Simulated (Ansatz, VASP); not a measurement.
**Cross-check of GaAs between VASP and Ansatz**

Wanted: the spread between two codes on one cell, functional and k mesh.

Main program and level: Ansatz 0.2.0; plane waves, with VASP 6.6.1 beside it; band structure at r2SCAN.

**1. Starting point**

The structure is cubic, space group F-43m (No. 216). Conventional cell: a = 5.654 Å, b = 5.654 Å, c = 5.654 Å, α = 90.00°, β = 90.00°, γ = 90.00°. As has 4 Ga at 2.45 Å nearest. Nearest to Ga lie 4 As at 2.45 Å. Farther neighbours are not listed.

**2. Ansatz: band structure, r2SCAN**

Ansatz runs on its default PAW (the set named soft_2) files.

Levels along a path test the potential and the projectors away from the mesh points.

Contents of input.yaml:

```yaml
crystal:
  lattice:
    - [0.0, 2.82685, 2.82685]
    - [2.82685, 0.0, 2.82685]
    - [2.82685, 2.82685, 0.0]
  atoms:
    - { symbol: As, position: [0.75, 0.75, 0.75] }
    - { symbol: Ga, position: [0.0, 0.0, 0.0] }
hamiltonian:
  xc: r2scan
  pseudopotentials: { kind: paw }
kpoints:
  mp_grid: { grid: [4, 4, 4] }
  band_path:
    path:
      - [0.0, 0.0, 0.0]
      - [0.18182, 0.0, 0.18182]
      - [0.36364, 0.0, 0.36364]
      - [0.5, 0.0, 0.5]
      - [0.5, 0.09091, 0.59091]
      - [0.5, 0.18182, 0.68182]
      - [0.5, 0.25, 0.75]
      - [0.45455, 0.29545, 0.75]
      - [0.40909, 0.34091, 0.75]
      - [0.375, 0.375, 0.75]
      - [0.20455, 0.20455, 0.40909]
      - [0.06818, 0.06818, 0.13636]
      - [0.04545, 0.04545, 0.04545]
      - [0.22727, 0.22727, 0.22727]
      - [0.40909, 0.40909, 0.40909]
      - [0.51136, 0.47727, 0.51136]
      - [0.55682, 0.38636, 0.55682]
      - [0.60227, 0.29545, 0.60227]
      - [0.61364, 0.25, 0.63636]
      - [0.56818, 0.25, 0.68182]
      - [0.51136, 0.25, 0.73864]
      - [0.5, 0.29545, 0.70455]
      - [0.5, 0.38636, 0.61364]
      - [0.5, 0.47727, 0.52273]
      - [0.47727, 0.47727, 0.54545]
      - [0.43182, 0.43182, 0.63636]
      - [0.38636, 0.38636, 0.72727]
      - [0.60227, 0.20455, 0.60227]
      - [0.55682, 0.11364, 0.55682]
      - [0.5, 0.0, 0.5]
    npoints: 1
scf:
  occupations: { method: gaussian, width: 0.01 }
  n_extra_bands: 7
output:
  forces: true
  stress: true
  eigenvalues: true
```

Run with:

```bash
$ ansatz run input.yaml --threads 2 --pin off --max-ram 4608MiB --backend cpu --events-out ev --progress --plain --runs-dir out
```

Numbers of over 12 decimals in the logs are rounded to 6 here.

What it wrote:

```text
scf.n_extra_bands = 7 over 14 filled bands (N_el = 28.0): the run solves 21 bands
Engine: ansatz 0.2.0, aarch64-unknown-linux-gnu
Pseudopotentials: kind: paw
Pseudopotential: As, paw, valence charge 15, recommended cutoff 500 eV (meta_gga), As.paw.azcp
Pseudopotential: Ga, paw, valence charge 13, recommended cutoff 500 eV (meta_gga), Ga.paw.azcp
Functional definition: r2SCAN
  parameter k0 = 0.174
  parameter k1 = 0.065
  parameter a1 = 4.9479
  exchange = r2scan_x(k0 = k0, k1 = k1, a1 = a1)
  correlation = r2scan_c
Crystal: 2 atoms, lattice volume = 45.179 Å³
Basis set: ecut = 500 eV, 1139 PW (Γ), exchange–correlation on 120×120×120 points (64 copies of the dense FFT grid, shifted against one another)
Bands: 21, of which v1, the nominal top of the filled ones, is band 14 counted from 1 (13 counted from 0)
Symmetry: 24 space group operations
Space group: F-43m (ITA 216), of the structure as read, at distance tolerance 3.6e-5 Å
k-points: 8 of 64 (time reversal used)
Non-local potential: As, projectors of the file, l = 0: 2, l = 1: 2, l = 2: 3, l = 3: 1
Non-local potential: Ga, projectors of the file, l = 0: 2, l = 1: 2, l = 2: 3, l = 3: 1
PAW form: soft (Blöchl's): semilocal exchange-correlation on the pseudo side does not see the compensation charge
PAW frozen core: As, regenerated for the run's functional (the file was generated under x = pbe(κ = 0.804, μ = 0.219515), c = pbe(β = 0.066725))
PAW frozen core: Ga, regenerated for the run's functional (the file was generated under x = pbe(κ = 0.804, μ = 0.219515), c = pbe(β = 0.066725))
PAW one-centre angular grid: As, 590 points (default); XC on 160 Gauss nodes
PAW one-centre angular grid: Ga, 590 points (default); XC on 160 Gauss nodes
Initial density: superposition of atomic densities (neutral atoms: chi_scale 0, normalization atom), corrected by the library's trained network
Initial wavefunctions: pseudopotential atomic-orbital guess
Functional: x = r2scan, c = r2scan; τ floored in thin density (d = 2e-4 eV/Å³)
SCF iter   1: F=—  HF=-8655.583287 eV  |F-HF|=—  |Δ(HF+E_count)|=         —  Δρ=9.25e-3  dr2=1.53e-2  dr2_τ=5.17e-3  ethr=1.77e-3  ⟨swp⟩=6.2  Hψ=822  notcnv=0
preconditioner: auto → none  [insulator: Δε(μ)=0.949 eV  Ē_g=19.029 eV  σ=0.010 eV  W_gap=1.00  n_scr=14 (ndim 8)  ℏωp=23.4 eV  f_vac=0.090  D(μ)=0.00/eV (n_scr^D=0)  ε∞_Penn≈2.5]
SCF iter   2: F=—  HF=-8655.595633 eV  |F-HF|=—  |Δ(HF+E_count)|=   1.23e-2  Δρ=2.30e-3  dr2=1.64e-3  dr2_τ=4.54e-5  ethr=5.45e-5  ⟨swp⟩=2.8  Hψ=395  notcnv=0  defer=22
SCF iter   3: F=—  HF=-8655.595688 eV  |F-HF|=—  |Δ(HF+E_count)|=   5.50e-5  Δρ=1.87e-3  dr2=5.47e-4  dr2_τ=6.61e-6  ethr=5.85e-6  ⟨swp⟩=2.1  Hψ=253  notcnv=0  defer=22
SCF iter   4: F=—  HF=-8655.595924 eV  |F-HF|=—  |Δ(HF+E_count)|=   2.36e-4  Δρ=6.26e-4  dr2=1.32e-4  dr2_τ=1.09e-6  ethr=1.95e-6  ⟨swp⟩=2.0  Hψ=292  notcnv=0  defer=22
SCF iter   5: F=—  HF=-8655.595901 eV  |F-HF|=—  |Δ(HF+E_count)|=   2.28e-5  Δρ=1.03e-4  dr2=1.68e-6  dr2_τ=2.27e-8  ethr=4.73e-7  ⟨swp⟩=2.0  Hψ=290  notcnv=0  defer=22
SCF iter   6: F=—  HF=-8655.595896 eV  |F-HF|=—  |Δ(HF+E_count)|=   5.29e-6  Δρ=2.51e-5  dr2=2.92e-7  dr2_τ=1.23e-9  ethr=6.00e-9  ⟨swp⟩=2.0  Hψ=258  notcnv=0  defer=22
SCF iter   7: F=-8655.595896 eV  HF=-8655.595896 eV  |F-HF|=2.71e-9  |Δ(HF+E_count)|=   1.78e-8  Δρ=4.06e-6  dr2=6.52e-9  dr2_τ=1.31e-10  ethr=3.57e-10  ⟨swp⟩=8.1  Hψ=747  notcnv=0
SCF 1 converged in 7 iterations: F = -8655.595896 eV  dr2 = 6.52e-9
  greatest PAW one-centre occupation: 0.999 electrons in one spin orbital (limit 2), on the As atom at site 0 (counted from 0), in its partial waves of l = 2
NSCF: frozen V_eff on 30 k-points
SCF converged after 7 iterations
Free energy (F): -8655.595896 eV
Harris-Foulkes:  -8655.595896 eV  (|F-HF|=2.71e-9)
Internal energy: -8655.595896 eV  (E = F + TS)
E sigma→0 (E₀):  -8655.595896 eV
Fermi energy:    8.482881 eV
--- Per-component energies (eV) ---
  E_band       = -329.815112
  E_kinetic    = 219.025322
  E_local      = -3920.925347  (includes V_loc(G=0)·N_el)
  E_nonlocal   = -242.455909
  E_hartree    = 1978.837630
  E_xc         = -136.575385
  E_vxc        = -143.835199  (∫ρ·V_xc dr)
  E_paw        = -3852.663903  (= ΣΔE_a)
  E_vpaw       = -206.773603  (= ΣTr[D̂ρ^β])
  E_aug_tail   = -0.000041  (compensation charges beyond the density's cutoff)
  E_vtau       = 7.475467  (kinetic-family band-sum trace: ∫τ·v_τ [+ j·A + Jᵃ·Aᵃ] dr)
  E_ewald      = -2698.727786
  E_core_change = -2.110478  (= ΣΔE_core)
  E_smearing   = -0.000000  (= −TS)
  E_closure    = 0.000000  (closes the sum)
  Σ components = -8655.595896   (vs F -8655.595896, Δ=0.00e0)
--- Forces (eV/Å), atoms counted from 1 ---
  atom   1  As     0.00000000    -0.00000000    -0.00000000
  atom   2  Ga    -0.00000000     0.00000000    -0.00000000
  max |Σ_I F_I| component: 2.60e-16 eV/Å
--- Stress (GPa, compression-positive) ---
        0.769262       0.000000      -0.000000
       -0.000000       0.769262       0.000000
        0.000000       0.000000       0.769262
  P = ⅓ Tr σ = 0.7693 GPa (7.693 kbar)
--- Band table (eV; the first three rows and the last of 8) ---
  k-point 0: bands = [... 10 lower, -5.2281, 7.9777, 7.9777, 7.9777, 8.9880, 12.0044, 12.0044, 12.0044, ... 3 higher]
  k-point 1: bands = [... 10 lower, -4.4989, 3.7802, 7.2742, 7.2742, 9.7984, 12.9092, 12.9092, 14.4319, ... 3 higher]
  k-point 2: bands = [... 10 lower, -3.3715, 1.1512, 6.7888, 6.7888, 9.3356, 12.9499, 12.9499, 16.2431, ... 3 higher]
  k-point 7: bands = [... 10 lower, -2.5315, 1.1714, 4.3256, 4.5311, 13.0009, 13.0259, 13.8741, 14.4439, ... 3 higher]
```

The job ended after 4.4 s (2 threads of Arm Neoverse N1, shared host; peak memory 0.4 GiB; 8 s of CPU time).

Reading the cycles: dr2 is the Hartree energy of the density residual (eV), the measure of convergence; HF is the Harris–Foulkes estimate of the energy, which meets the free energy F at convergence.

**3. VASP: band structure, r2SCAN**

The same cell, functional, mesh and smearing now go to VASP, with its own data sets and cutoff.

Lines of VASP's logs that name or quote its potential files are left out, and so is its time.

Contents of INCAR:

```
SYSTEM = GaAs
PREC = Accurate
ENCUT = 430
EDIFF = 1E-08
NELM = 100
ISMEAR = 0
SIGMA = 0.01
LREAL = .FALSE.
ALGO = Normal
METAGGA = R2SCAN
LASPH = .TRUE.
NBANDS = 15
LORBIT = 11
LWAVE = .TRUE.
LCHARG = .FALSE.
KPAR = 8
```

Contents of POSCAR:

```
GaAs
1.0
    0.0000000000      2.8268500000      2.8268500000
    2.8268500000      0.0000000000      2.8268500000
    2.8268500000      2.8268500000      0.0000000000
As Ga
1 1
Direct
    0.7500000000      0.7500000000      0.7500000000
    0.0000000000      0.0000000000      0.0000000000
```

Contents of KPOINTS:

```
Automatic mesh
0
Gamma
4 4 4
0 0 0
```

Contents of KPOINTS_OPT:

```
Line mode
12
Line-mode
Reciprocal
  0.00000000   0.00000000   0.00000000 GAMMA
  0.50000000   0.00000000   0.50000000 X

  0.50000000   0.00000000   0.50000000 X
  0.50000000   0.25000000   0.75000000 W

  0.50000000   0.25000000   0.75000000 W
  0.37500000   0.37500000   0.75000000 K

  0.37500000   0.37500000   0.75000000 K
  0.00000000   0.00000000   0.00000000 GAMMA

  0.00000000   0.00000000   0.00000000 GAMMA
  0.50000000   0.50000000   0.50000000 L

  0.50000000   0.50000000   0.50000000 L
  0.62500000   0.25000000   0.62500000 U

  0.62500000   0.25000000   0.62500000 U
  0.50000000   0.25000000   0.75000000 W

  0.50000000   0.25000000   0.75000000 W
  0.50000000   0.50000000   0.50000000 L

  0.50000000   0.50000000   0.50000000 L
  0.37500000   0.37500000   0.75000000 K

  0.62500000   0.25000000   0.62500000 U
  0.50000000   0.00000000   0.50000000 X
```

Potentials, in the order of the species: As_GW and Ga_d_GW (PBE family, release 64).

Run with:

```bash
$ mpirun -np 8 vasp_std
```

What it wrote:

```text
[banner, memory and clock lines left out]
running    8 mpi-ranks, on    1 nodes
 distrk:  each k-point on    1 cores,    8 groups
 distr:  one band on    1 cores,    1 groups

 POSCAR found type information on POSCAR AsGa
 POSCAR found :  2 types and       2 ions
|                                                                             |
|           W    W    AA    RRRRR   N    N  II  N    N   GGGG   !!!           |
|           W    W   A  A   R    R  NN   N  II  NN   N  G    G  !!!           |
|           W    W  A    A  R    R  N N  N  II  N N  N  G       !!!           |
|           W WW W  AAAAAA  RRRRR   N  N N  II  N  N N  G  GGG   !            |
|           WW  WW  A    A  R   R   N   NN  II  N   NN  G    G                |
|           W    W  A    A  R    R  N    N  II  N    N   GGGG   !!!           |
|                                                                             |
|     For optimal performance we recommend to set                             |
|       NCORE = 2 up to number-of-cores-per-socket                            |
|     NCORE specifies how many cores store one orbital (NPAR=cpu/NCORE).      |
|     This setting can greatly improve the performance of VASP for DFT.       |
|     The default, NCORE=1 might be grossly inefficient on modern             |
|     multi-core architectures or massively parallel machines. Do your        |
|     Unfortunately you need to use the default for GW and RPA                |
|     calculations (for HF NCORE is supported but not extensively tested      |
|     yet).                                                                   |
|                                                                             |

|                                                                             |
|               ----> ADVICE to this user running VASP <----                  |
|                                                                             |
|     You enforced a specific xc type in the INCAR file but a different       |
|     [... a line on the potential file left out ...]
|     I HOPE YOU KNOW WHAT YOU ARE DOING!                                     |
|                                                                             |

 LDA part: xc-table for (None), standard interpolation
 POSCAR, INCAR and KPOINTS ok, starting setup
 FFT: planning ... GRIDC
 FFT: planning ... GRID_SOFT
 FFT: planning ... GRID
 WAVECAR not read
 entering main loop
       N       E                     dE             d eps       ncg     rms          rms(c)
DAV:   1     0.934910750725E+02    0.93491E+02   -0.99956E+03   264   0.132E+03
DAV:   2    -0.227165185271E+02   -0.11621E+03   -0.11107E+03   268   0.300E+02
DAV:   3    -0.290956055069E+02   -0.63791E+01   -0.63444E+01   310   0.702E+01
DAV:   4    -0.293447734387E+02   -0.24917E+00   -0.24909E+00   366   0.150E+01
DAV:   5    -0.293467978121E+02   -0.20244E-02   -0.20244E-02   296   0.113E+00    0.433E+00
DAV:   6    -0.269469436790E+02    0.23999E+01   -0.89211E-01   310   0.234E+01    0.261E+00
DAV:   7    -0.269217549622E+02    0.25189E-01   -0.26390E-01   317   0.102E+01    0.927E-01
DAV:   8    -0.269236200918E+02   -0.18651E-02   -0.16967E-02   374   0.217E+00    0.309E-01
DAV:   9    -0.269234936304E+02    0.12646E-03   -0.12609E-02   331   0.262E+00    0.782E-02
DAV:  10    -0.269231962244E+02    0.29741E-03   -0.21109E-03   324   0.116E+00    0.173E-02
DAV:  11    -0.269232224442E+02   -0.26220E-04   -0.97734E-05   365   0.154E-01    0.148E-02
DAV:  12    -0.269232037322E+02    0.18712E-04   -0.84772E-05   324   0.232E-01    0.329E-03
DAV:  13    -0.269232049766E+02   -0.12444E-05   -0.46565E-06   317   0.568E-02    0.524E-04
DAV:  14    -0.269232048993E+02    0.77378E-07   -0.91269E-08   365   0.513E-03    0.265E-04
DAV:  15    -0.269232047805E+02    0.11881E-06   -0.24130E-08   268   0.387E-03    0.728E-05
DAV:  16    -0.269232047458E+02    0.34654E-07   -0.14147E-09   197   0.525E-04    0.153E-05
DAV:  17    -0.269232047403E+02    0.55252E-08   -0.51100E-10   169   0.496E-04
   1 F= -.26923205E+02 E0= -.26923205E+02  d E =-.722026E-34
 Start KPOINTS_OPT (optional k-point list driver)
k-point batch [1-8\120]
       N       E                     dE             ncg
DAV:   1     0.182842894125E+03   -0.15929E+04      240
DAV:   2    -0.899824557062E+03   -0.10827E+04      240
DAV:   3    -0.968704319774E+03   -0.68880E+02      345
DAV:   4    -0.970572767289E+03   -0.18684E+01      271
DAV:   5    -0.970663274262E+03   -0.90507E-01      400
DAV:   6    -0.970664795082E+03   -0.15208E-02      313
DAV:   7    -0.970664821200E+03   -0.26118E-04      392
DAV:   8    -0.970664821599E+03   -0.39934E-06      306
DAV:   9    -0.970664821605E+03   -0.55450E-08      328
[...]
k-point batch [113-120\120]
       N       E                     dE             ncg
DAV:   1    -0.604709905573E+02   -0.49553E+04      264
DAV:   2    -0.101561577948E+04   -0.95514E+03      254
DAV:   3    -0.106690873223E+04   -0.51293E+02      345
DAV:   4    -0.106873104697E+04   -0.18223E+01      325
DAV:   5    -0.106874727278E+04   -0.16226E-01      338
DAV:   6    -0.106874774433E+04   -0.47155E-03      332
DAV:   7    -0.106874774781E+04   -0.34855E-05      345
DAV:   8    -0.106874774790E+04   -0.85850E-07      360
DAV:   9    -0.106874774790E+04   -0.60868E-09      274
 writing wavefunctions
```

Parts of OUTCAR (step 3):

```text
ion  position               nearest neighbor table
   1  0.750  0.750  0.750-   2 2.45   2 2.45   2 2.45   2 2.45
   2  0.000  0.000  0.000-   1 2.45   1 2.45   1 2.45   1 2.45

  LATTYP: Found a face centered cubic cell.
 ALAT       =     5.6537000000

 Subroutine GETGRP returns: Found 24 space group operations
 (whereof 24 operations were pure point group operations)

The static configuration has the point symmetry T_d .

 Found      8 irreducible k-points:

   k-points           NKPTS =      8   k-points in BZ     NKDIM =      8   number of bands    NBANDS=     15

   dimension x,y,z NGX =    28 NGY =   28 NGZ =   28
   dimension x,y,z NGXF=    56 NGYF=   56 NGZF=   56

   ENCUT  =  430.0 eV  31.60 Ry    5.62 a.u.   6.76  6.76  6.76*2*pi/ulx,y,z

   NELECT =      18.0000    total number of electrons

 k-points in reciprocal lattice and weights: Automatic mesh
   0.00000000  0.00000000  0.00000000       0.016
   0.25000000  0.00000000  0.00000000       0.125
   0.50000000  0.00000000  0.00000000       0.062
   0.25000000  0.25000000  0.00000000       0.094
   0.50000000  0.25000000  0.00000000       0.375
  -0.25000000  0.25000000  0.00000000       0.188
   0.50000000  0.50000000  0.00000000       0.047
  -0.25000000  0.50000000  0.25000000       0.094

 average (electrostatic) potential at core
       1 -54.9044       2 -71.3250

 E-fermi :   3.7234

 k-point     1 :       0.0000    0.0000    0.0000
  band No.  band energies     occupation
    ...
      5     -11.5414      2.00000
      6      -9.5658      2.00000
      7       3.6395      2.00000
      8       3.6396      2.00000
      9       3.6396      2.00000
     10       4.6219      0.00000
     11       7.6581      0.00000
     12       7.6583      0.00000
     13       7.6583      0.00000
     14      11.8456      0.00000
    ...

 k-point     2 :       0.2500    0.0000    0.0000
  band No.  band energies     occupation
    ...
      5     -11.5407      2.00000
      6      -8.8376      2.00000
      7      -0.5617      2.00000
      8       2.9352      2.00000
      9       2.9353      2.00000
     10       5.4439      0.00000
     11       8.5623      0.00000
     12       8.5624      0.00000
     13      10.0747      0.00000
     14      13.1613      0.00000
    ...

 k-point     3 :       0.5000    0.0000    0.0000
  band No.  band energies     occupation
    ...
      5     -11.5369      2.00000
      6      -7.7127      2.00000
      7      -3.1874      2.00000
      8       2.4495      2.00000
      9       2.4496      2.00000
     10       4.9825      0.00000
     11       8.6039      0.00000
     12       8.6039      0.00000
     13      11.8958      0.00000
     14      14.7624      0.00000
    ...

  Total        0.1664960      0.1664960      0.1664960      0.0000000      0.0000000      0.0000000
  in kB        5.9044046      5.9044046      5.9044046      0.0000000      0.0000000      0.0000000
  external PRESSURE =       5.9044046 kB  Pullay stress =       0.0000000 kB

  energy-cutoff  :      430.00
  volume of cell :       45.18
      direct lattice vectors                 reciprocal lattice vectors
     0.000000000  2.826850000  2.826850000    -0.176875321  0.176875321  0.176875321
     2.826850000  0.000000000  2.826850000     0.176875321 -0.176875321  0.176875321
     2.826850000  2.826850000  0.000000000     0.176875321  0.176875321 -0.176875321

 POSITION                                       TOTAL-FORCE (eV/Angst)
 -----------------------------------------------------------------------------------
      4.24027      4.24027      4.24027         0.000000      0.000000      0.000000
      0.00000      0.00000      0.00000        -0.000000     -0.000000     -0.000000
 -----------------------------------------------------------------------------------
    total drift:                               -0.000329     -0.000329     -0.000321

  FREE ENERGIE OF THE ION-ELECTRON SYSTEM (eV)
  ---------------------------------------------------
  free  energy   TOTEN  =       -26.9232047403 eV

  energy  without entropy=      -26.9232047403  energy(sigma->0) =      -26.92320474

 total charge
# of ion       s       p       d       tot
------------------------------------------
    1        1.164   1.635   0.031   2.830
    2        0.832   0.810   9.950  11.592
--------------------------------------------------
tot          1.996   2.445   9.981  14.422

[... 3 further parts left out ...]
```

The run ends at a pressure of 0.59 GPa.

**4. Side by side**

Known differences besides the potentials themselves: VASP keeps PBE cores, Ansatz makes them for the functional; the data sets hold 28 valence electrons in Ansatz (default PAW (the set named soft_2) files) and 18 in VASP; the cutoff is 500 eV in Ansatz and 430 eV in VASP. Total energies have different zeros and are not compared.

Compared:

| quantity | Ansatz | VASP | difference |
| --- | --- | --- | --- |
| gap over the path points (eV) | 1.010 | 0.982 | +0.028 |

Levels at points of the path, from each program's valence-band top (eV; 3 filled, then empty):

| k (reciprocal lattice) | Ansatz | VASP |
| --- | --- | --- |
| 0.000 0.000 0.000 | 0.00 0.00 0.00 1.01 4.03 4.03 | 0.00 0.00 0.00 0.98 4.02 4.02 |
| 0.182 0.000 0.182 | -2.93 -1.18 -1.18 2.71 3.63 5.89 | -2.94 -1.18 -1.18 2.71 3.61 5.88 |
| 0.364 0.000 0.364 | -5.89 -2.47 -2.47 1.75 2.70 9.12 | -5.89 -2.47 -2.47 1.75 2.69 9.09 |
| 0.500 0.000 0.500 | -7.00 -2.78 -2.78 1.74 1.94 10.87 | -7.00 -2.79 -2.79 1.73 1.93 10.85 |
| 0.500 0.091 0.591 | -6.95 -3.07 -3.01 2.36 2.57 9.57 | -6.95 -3.07 -3.01 2.35 2.56 9.55 |
| 0.500 0.182 0.682 | -6.84 -3.52 -3.35 3.89 4.07 7.25 | -6.84 -3.52 -3.35 3.88 4.06 7.23 |
| 0.500 0.250 0.750 | -6.81 -3.65 -3.45 5.02 5.05 5.90 | -6.81 -3.65 -3.45 5.01 5.04 5.88 |
| 0.455 0.295 0.750 | -6.80 -3.81 -3.09 3.78 5.11 6.69 | -6.80 -3.81 -3.09 3.77 5.10 6.68 |
| 0.409 0.341 0.750 | -6.80 -3.95 -2.53 2.59 5.04 7.88 | -6.80 -3.95 -2.54 2.58 5.03 7.86 |
| 0.375 0.375 0.750 | -6.81 -3.98 -2.35 2.25 5.01 8.54 | -6.81 -3.98 -2.35 2.25 5.00 8.52 |

Among the levels compared at these points, filled levels agree within 6 meV and empty ones within 28 meV. Not compared: the pressure (VASP's GW data sets at this cutoff don't carry it).

**5. What came out**

```
difference in gap over the path points (band structure, r2SCAN) : 0.028 eV
```

**Reading.** The difference in gap over the path points is 0.028 eV (band structure, r2SCAN), within the 0.08 eV picked in this series as the mark of a large difference. Such differences can come from data sets, numerical settings and the points named under the comparisons, not from the functional's error against experiment.

[Lines on the potential files, build, host, timing and source positions are cut from VASP's logs without a mark.]

[Logs are printed without paths, hosts, clocks, repeated set-up lines and the standing remarks that a program may print on its own settings, such as how far it seeks lower states.]

[Hosts, paths, dates, database ids (printed as entryN), source tags and the programs' standing remarks are cut or masked in the printed files.]
